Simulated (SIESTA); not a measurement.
# ZnCu under changes of volume

One of the cells (13.026 Å³/atom); the others are scaled copies at fixed shape and fractional positions:

```
Zn Cu
1.0
     2.96450    0.00000    0.00000
     0.00000    2.96450    0.00000
     0.00000    0.00000    2.96450
Zn Cu
1 1
Direct
  0.50000 0.50000 0.50000
  0.00000 0.00000 0.00000
```

| Item | Value |
| --- | --- |
| Program | SIESTA 5.4.2 |
| Functional | PBEsol |
| Potentials or basis | PseudoDojo 0.4 standard (PBEsol files) |
| Basis | DZP (energy shift 0.003 Ry; two zetas on semicore shells) |
| Grid cutoff | 800 Ry |
| Energy shift | 0.003 Ry |
| k mesh | 9 × 9 × 9 |
| Occupations | fermi-dirac, width 0.05 eV |
| Spin | no spin polarisation |

```tsv
volume (Å³/atom)	energy over the lowest point (meV/atom)	pressure (GPa)
12.005	?	?
12.260	0.00	-1.7
12.516	5.12	-4.5
13.026	26.18	-8.5
13.282	41.79	-11.0
13.537	60.79	-12.5
```

Question: What does the run at 12.005 Å³/atom give?

Answer: Energy over the lowest point 0.43 meV/atom; pressure 2.0 GPa.

Worked out: A Birch-Murnaghan fit of order 3 (a polynomial in V^(-2/3)) to the other rows has its minimum at 12.03 Å³/atom, just outside them, with B0 = V·E''(V) = 111 GPa (rough, since the energies scatter). It gives -1.45 meV/atom at 12.005 Å³/atom, against the run's 0.43, and -dE/dV = 0.3 GPa, against 2.0.

Energies are extrapolated to zero smearing.

Caveats: short orbitals over semicore shells can move pressures by several GPa; the basis of atomic orbitals isn't converged, which shifts pressures, moduli and gaps.
